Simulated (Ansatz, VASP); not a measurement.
# Ca: VASP beside Ansatz

```
Ca
1.0
     0.00000    2.79420    2.79420
     2.79420    0.00000    2.79420
     2.79420    2.79420    0.00000
Ca
1
Direct
  0.00000 0.00000 0.00000
```

Alike in both runs: functional BLYP; k mesh 8 × 8 × 8; occupations fermi-dirac, width 0.025 eV; no spin polarisation.

```csv
,VASP,Ansatz
version,VASP 6.6.1,Ansatz 0.2.0
potentials or method,"VASP PAW PBE potentials, release 64 (Ca_sv)",Ansatz PAW
plane-wave cutoff (eV),520,420
valence electrons in the cell,10,10
task,single point,band structure
```

```csv
,VASP,Ansatz,Ansatz less VASP
gap on the k mesh at the Fermi level (eV),none,none,-
pressure (GPa),-0.4,-0.4,-0.01
```

A gap of «none» marks a metal or a gap that the smearing closes. With one functional, cell and mesh, what is left measures potentials, basis and numerics.

Caveats: the PAW data sets were made with another functional, which shifts forces and pressure a little (VASP); the PAW data sets come from PBE, with cores solved anew for the run's functional, which leaves a small shift of forces and pressure (Ansatz).
